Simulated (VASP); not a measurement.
# Cu in VASP: relaxation of the atoms with r2SCAN

Aim: the relaxation of the atoms of Cu with r2SCAN.

Everything below comes from runs of VASP 6.6.1. Logs are shortened: lines on timing, memory, paths and dates and some standing lists are left out, and cuts for length are marked.

### Step 1. The structure

The cell holds a slab with vacuum, 5 atoms: a = 2.973 Å, b = 2.973 Å, c = 20.400 Å, α = 90.00°, β = 90.00°, γ = 90.00°.

The cell was built by a generator and needn't be a form met in nature.

### Step 2. Relaxation of the atoms, r2SCAN

Input file INCAR:

```
SYSTEM = Cu
PREC = Accurate
ENCUT = 520
EDIFF = 1E-7
ISMEAR = 1
SIGMA = 0.2
LREAL = .FALSE.
LASPH = .TRUE.
NELM = 100
ALGO = Normal
ISIF = 2
LWAVE = .FALSE.
LCHARG = .FALSE.
METAGGA = R2SCAN
LMIXTAU = .TRUE.
IBRION = 2
NSW = 40
EDIFFG = -0.01
KPAR = 8
```

Input file KPOINTS:

```
regular mesh
0
G
  14 14 1
  0 0 0
```

Input file POSCAR:

```
Cu
1.0
    2.9729867371      0.0000000000      0.0000000000
    0.0000000000      2.9729867371      0.0000000000
    0.0000000000      0.0000000000     20.4000000000
Cu
5
Direct
    0.0000000000      0.0000000000      0.3676470588
    0.5000000000      0.5000000000      0.4338235294
    0.0000000000      0.0000000000      0.5000000000
    0.5000000000      0.5000000000      0.5661764706
    0.0000000000      0.0000000000      0.6323529412
```

Potentials or basis: VASP PAW PBE potentials, release 64 (Cu).

Launch:

```sh
cat potpaw_PBE.64/Cu/POTCAR > POTCAR
mpirun -np 8 vasp_std > vasp.out
```

OUTCAR:

```text
SYSTEM = Cu
   PREC = Accurate
   ENCUT = 520
   EDIFF = 1E-7
   ISMEAR = 1
   LREAL = .FALSE.
   LASPH = .TRUE.
   NELM = 100
   ISIF = 2
   METAGGA = R2SCAN
   IBRION = 2
   NSW = 40
   EDIFFG = -0.01

 ion  position               nearest neighbor table
   1  0.000  0.000  0.368-   2 2.50   2 2.50   2 2.50   2 2.50   3 2.70
   2  0.500  0.500  0.434-   1 2.50   3 2.50   1 2.50   3 2.50   1 2.50   3 2.50   1 2.50   3 2.50
                             4 2.70
   3  0.000  0.000  0.500-   2 2.50   4 2.50   2 2.50   4 2.50   2 2.50   4 2.50   2 2.50   4 2.50
                             1 2.70   5 2.70
   4  0.500  0.500  0.566-   3 2.50   5 2.50   3 2.50   5 2.50   3 2.50   5 2.50   3 2.50   5 2.50
                             2 2.70
   5  0.000  0.000  0.632-   4 2.50   4 2.50   4 2.50   4 2.50   3 2.70

  LATTYP: Found a simple tetragonal cell.
 ALAT       =     2.9729867371
 C/A-ratio  =     6.8617864135

  Lattice vectors:

 A1 = (   2.9729867371,   0.0000000000,   0.0000000000)
 A2 = (   0.0000000000,   2.9729867371,   0.0000000000)
 A3 = (   0.0000000000,   0.0000000000,  20.4000000000)

Analysis of symmetry for initial positions (statically):
=====================================================================
 Subroutine PRICEL returns:
 Original cell was already a primitive cell.

 Routine SETGRP: Setting up the symmetry group for a
 simple tetragonal supercell.

 Subroutine GETGRP returns: Found 16 space group operations
 (whereof 16 operations were pure point group operations)
 out of a pool of 16 trial point group operations.

The static configuration has the point symmetry D_4h.

Analysis of symmetry for dynamics (positions and initial velocities):
=====================================================================
 Subroutine PRICEL returns:
 Original cell was already a primitive cell.

 Routine SETGRP: Setting up the symmetry group for a
 simple tetragonal supercell.

 Subroutine GETGRP returns: Found 16 space group operations
 (whereof 16 operations were pure point group operations)
 out of a pool of 16 trial point group operations.

The dynamic configuration has the point symmetry D_4h.

 Subroutine INISYM returns: Found 16 space group operations
 (whereof 16 operations are pure point group operations),
 and found     1 'primitive' translations

----------------------------------------------------------------------------------------

                                     Primitive cell

  volume of cell :     180.3085

  direct lattice vectors                    reciprocal lattice vectors
     2.972986737  0.000000000  0.000000000     0.336362079  0.000000000  0.000000000
     0.000000000  2.972986737  0.000000000     0.000000000  0.336362079  0.000000000
     0.000000000  0.000000000 20.400000000     0.000000000  0.000000000  0.049019608

  length of vectors
     2.972986737  2.972986737 20.400000000     0.336362079  0.336362079  0.049019608

  position of ions in fractional coordinates (direct lattice)
     0.000000000  0.000000000  0.367647059
     0.500000000  0.500000000  0.433823529
     0.000000000  0.000000000  0.500000000
     0.500000000  0.500000000  0.566176471
     0.000000000  0.000000000  0.632352941

  ion indices of the primitive-cell ions
   primitive index   ion index
                 1           1
                 2           2
                 3           3
                 4           4
                 5           5

----------------------------------------------------------------------------------------

 KPOINTS: regular mesh

Automatic generation of k-mesh.
 Grid dimensions read from file:
 generate k-points for:   14   14    1

 Generating k-lattice:

  Cartesian coordinates                     Fractional coordinates (reciprocal lattice)
     0.024025863  0.000000000  0.000000000     0.071428571  0.000000000  0.000000000
     0.000000000  0.024025863  0.000000000     0.000000000  0.071428571  0.000000000
     0.000000000  0.000000000  0.049019608     0.000000000  0.000000000  1.000000000

  Length of vectors
     0.024025863  0.024025863  0.049019608

  Shift w.r.t. Gamma in fractional coordinates (k-lattice)
     0.000000000  0.000000000  0.000000000

 Subroutine IBZKPT returns following result:
 ===========================================

 Found     36 irreducible k-points:

 Following reciprocal coordinates:
            Coordinates               Weight
  0.000000  0.000000  0.000000      1.000000
  0.071429  0.000000  0.000000      4.000000
  0.142857  0.000000  0.000000      4.000000
  0.214286  0.000000  0.000000      4.000000
  0.285714  0.000000  0.000000      4.000000
  0.357143  0.000000  0.000000      4.000000
[... 16 lines left out ...]
  0.285714  0.214286  0.000000      8.000000
  0.357143  0.214286  0.000000      8.000000
 [... further k-points ...]
   k-points           NKPTS =     36   k-points in BZ     NKDIM =     36   number of bands    NBANDS=     33
   number of dos      NEDOS =    301   number of ions     NIONS =      5
   total plane-waves  NPLWV =  92160
   dimension x,y,z NGX =    24 NGY =   24 NGZ =  160
   dimension x,y,z NGXF=    48 NGYF=   48 NGZF=  320
   ions per type =               5
   NGX,Y,Z   is equivalent  to a cutoff of  13.42, 13.42, 13.04 a.u.
   NGXF,Y,Z  is equivalent  to a cutoff of  26.84, 26.84, 26.08 a.u.
 SYSTEM =  Cu
   PREC   = accura    normal or accurate (medium, high low for compatibility)
   ISTART =      0    job   : 0-new  1-cont  2-samecut
   ICHARG =      2    charge: 1-file 2-atom 10-const
   ISPIN  =      1    spin polarized calculation?
   LNONCOLLINEAR =      F non collinear calculations
   LSORBIT =      F    spin-orbit coupling
   LASPH  =      T    aspherical Exc in radial PAW
   ENCUT  =  520.0 eV  38.22 Ry    6.18 a.u.   5.53  5.53 37.93*2*pi/ulx,y,z
   NELM   =    100;   NELMIN=  2; NELMDL= -5     # of ELM steps
   EDIFF  = 0.1E-06   stopping-criterion for ELM
   LREAL  =      F    real-space projection
   EDIFFG = -.1E-01   stopping-criterion for IOM
   NSW    =     40    number of steps for IOM
   IBRION =      2    ionic relax: 0-MD 1-quasi-New 2-CG
   NFREE  =      1    steps in history (QN), initial steepest desc. (CG)
   ISIF   =      2    stress and relaxation
   ISYM   =      2    0-nonsym 1-usesym 2-fastsym
   POTIM  = 0.5000    time-step for ionic-motion
   TEBEG  =    0.0;   TEEND  =   0.0 temperature during run
   PSTRESS=    0.0 pullay stress
   NELECT =      55.0000    total number of electrons
   NUPDOWN=      -1.0000    fix difference up-down
   EMIN   =  10.00;   EMAX   =-10.00  energy-range for DOS
   EFERMI =   0.00;   METHOD = LEGACY
   ISMEAR =     1;   SIGMA  =   0.20  broadening in eV -4-tet -1-fermi 0-gaus
   EFERMI_NEDOS =   21; number of points for ismear=-14 and -15
   IALGO  =     38    algorithm
   IMIX   =      4    mixing-type and parameters
     AMIX     =   0.40;   BMIX     =  1.00
     AMIX_MAG =   1.60;   BMIX_MAG =  1.00
  volume/ion in A,a.u.               =      36.06       243.36
  Fermi-wavevector in a.u.,A,eV,Ry     =   1.102022  2.082520 16.523636  1.214453
  Thomas-Fermi vector in A             =   2.238459
   LORBIT       =      0    0 simple, 1 ext, 2 COOP (PROOUT), +10 PAW based schemes
   METAGGA = R2SCAN    functional components
   LHFCALC =     F    Hartree Fock is set to
   AEXX    =    0.0000 exact exchange contribution
   IVDW    =     0    specifies the selected vdW correction
   LEPSILON=     F    determine dielectric tensor
   LRPA    =     F    only Hartree local field effects (RPA)
 conjugate gradient relaxation of ions
 non-spin polarized calculation
 Methfessel and Paxton  Order N= 1 SIGMA  =   0.20
  energy-cutoff  :      520.00
  volume of cell :      180.31
 maximum number of plane-waves:      4915
 NGX is ok and might be reduce to    24
   NGX = 11   NGY = 11   NGZ = 75

--------------------------------------- Ionic step        1  -------------------------------------------

 number of electron      55.0000069 magnetization

 Free energy of the ion-electron system (eV)
  ---------------------------------------------------
  ext. energy  EPLUGINS =         0.00000000
  ---------------------------------------------------
  free energy    TOTEN  =       -51.90134051 eV

  energy without entropy =      -51.89944561  energy(sigma->0) =      -51.90070888

------------------------ aborting loop because EDIFF is reached ----------------------------------------

  FORCE on cell =-STRESS in cart. coord.  units (eV):
  Direction    XX          YY          ZZ          XY          YZ          ZX
  --------------------------------------------------------------------------------------
  -------------------------------------------------------------------------------------
  Total       -4.4340457     -4.4340457     -2.1596938      0.0000000      0.0000000     -0.0000000
  in kB      -39.3998558    -39.3998558    -19.1905159      0.0000000      0.0000000     -0.0000000
  external PRESSURE =     -32.6634092 kB  Pullay stress =       0.0000000 kB

 VOLUME and BASIS-vectors are now :
 -----------------------------------------------------------------------------
  energy-cutoff  :      520.00
  volume of cell :      180.31
      direct lattice vectors                 reciprocal lattice vectors
     2.972986737  0.000000000  0.000000000     0.336362079  0.000000000  0.000000000
     0.000000000  2.972986737  0.000000000     0.000000000  0.336362079  0.000000000
     0.000000000  0.000000000 20.400000000     0.000000000  0.000000000  0.049019608
[... 157 lines left out ...]
 POSITION                                       TOTAL-FORCE (eV/Angst)
 -----------------------------------------------------------------------------------
      2.97299      0.00000      7.59645        -0.000000      0.000000      0.062014
      1.48649      1.48649      8.83245        -0.000000      0.000000      0.177294
      0.00000      0.00000     10.20000        -0.000000      0.000000      0.000000
      1.48649      1.48649     11.56755        -0.000000      0.000000     -0.177294
      0.00000      0.00000     12.80355         0.000000     -0.000000     -0.062014
 -----------------------------------------------------------------------------------
    total drift:                                0.000000      0.000000     -0.000000

  FREE ENERGIE OF THE ION-ELECTRON SYSTEM (eV)
  ---------------------------------------------------
  free  energy   TOTEN  =       -51.9558194655 eV

  energy  without entropy=      -51.9520644800  energy(sigma->0) =      -51.95456780

--------------------------------------- Ionic step        6  -------------------------------------------

 number of electron      55.0000066 magnetization

 Free energy of the ion-electron system (eV)
  ---------------------------------------------------
  ext. energy  EPLUGINS =         0.00000000
  ---------------------------------------------------
  free energy    TOTEN  =       -51.96577533 eV

  energy without entropy =      -51.96114932  energy(sigma->0) =      -51.96423333

 E-fermi :  -0.3170     XC(G=0):  -5.3229

 val. band max:       -0.3526352005   @ k =   0.3571   0.3571   0.0000
 cond. band min:      -0.3059663029   @ k =   0.4286   0.0000   0.0000
 fundamental gap:      0.0466688976
 Fermi energy:        -0.3169873950

 k-point     1 :       0.0000    0.0000    0.0000
  band No.  band energies     occupation
      1      -9.4037      2.00000
      2      -7.4002      2.00000
      3      -5.1815      2.00000
      4      -5.0512      2.00000
      5      -4.6149      2.00000
      6      -4.3663      2.00000
[... 853 lines left out ...]
     32       4.6429      0.00000
     33       6.3026      0.00000

 [... further k-points ...]

------------------------ aborting loop because EDIFF is reached ----------------------------------------

  FORCE on cell =-STRESS in cart. coord.  units (eV):
  Direction    XX          YY          ZZ          XY          YZ          ZX
  --------------------------------------------------------------------------------------
  -------------------------------------------------------------------------------------
  Total       -2.5320310     -2.5320310      0.0263226      0.0000000      0.0000000      0.0000000
  in kB      -22.4990146    -22.4990146      0.2338965      0.0000000      0.0000000      0.0000000
  external PRESSURE =     -14.9213776 kB  Pullay stress =       0.0000000 kB

 VOLUME and BASIS-vectors are now :
 -----------------------------------------------------------------------------
  energy-cutoff  :      520.00
  volume of cell :      180.31
      direct lattice vectors                 reciprocal lattice vectors
     2.972986737  0.000000000  0.000000000     0.336362079  0.000000000  0.000000000
     0.000000000  2.972986737  0.000000000     0.000000000  0.336362079  0.000000000
     0.000000000  0.000000000 20.400000000     0.000000000  0.000000000  0.049019608

 POSITION                                       TOTAL-FORCE (eV/Angst)
 -----------------------------------------------------------------------------------
      0.00000      0.00000      7.63813         0.000000      0.000000     -0.009682
      1.48649      1.48649      8.87338        -0.000000      0.000000     -0.005063
      0.00000      2.97299     10.20000         0.000000      0.000000      0.000000
      1.48649      1.48649     11.52662         0.000000     -0.000000      0.005063
      2.97299      0.00000     12.76187        -0.000000      0.000000      0.009682
 -----------------------------------------------------------------------------------
    total drift:                                0.000000     -0.000000     -0.000000

  FREE ENERGIE OF THE ION-ELECTRON SYSTEM (eV)
  ---------------------------------------------------
  free  energy   TOTEN  =       -51.9657753269 eV

  energy  without entropy=      -51.9611493248  energy(sigma->0) =      -51.96423333

 reached required accuracy - stopping structural energy minimisation
```

Wall time 24 min (8 MPI ranks of Intel Xeon Platinum 8488C (Sapphire Rapids), shared host); peak memory 0.48 GiB.

What came out:

```yaml
Free_energy: -51.9658 eV
Energy_gained_by_relaxing: 12.9 meV/atom
Ionic_steps: 6
Largest_force_after_relaxing: 0.010 eV/Å
Band_gap_on_the_k_mesh: none (metal or under the smearing width)
```

Forces in eV/Å, atoms in the order of the input:
```
Cu   0.000  0.000 -0.010
Cu   0.000  0.000 -0.005
Cu   0.000  0.000  0.000
Cu   0.000  0.000  0.005
Cu   0.000  0.000  0.010
```

The path:
| step | energy change (eV) | largest force (eV/Å) | pressure (GPa) |
| --- | --- | --- | --- |
| 1 | 0.0000 | 0.4983 | -3.27 |
| 2 | -0.0231 | 0.3708 | -3.02 |
| 3 | -0.0469 | 0.2134 | -2.34 |
| 4 | -0.0470 | 0.2316 | -2.29 |
| 5 | -0.0545 | 0.1773 | -2.10 |
| 6 | -0.0644 | 0.0097 | -1.49 |

Final structure:
```
CELL_PARAMETERS angstrom
2.97299 0.00000 0.00000
0.00000 2.97299 0.00000
0.00000 0.00000 20.40000
ATOMIC_POSITIONS crystal
Cu 0.00000 0.00000 0.37442
Cu 0.50000 0.50000 0.43497
Cu 0.00000 0.00000 0.50000
Cu 0.50000 0.50000 0.56503
Cu 0.00000 0.00000 0.62558
```

Caveat: the PAW data sets were made with another functional, which shifts forces and pressure a little.
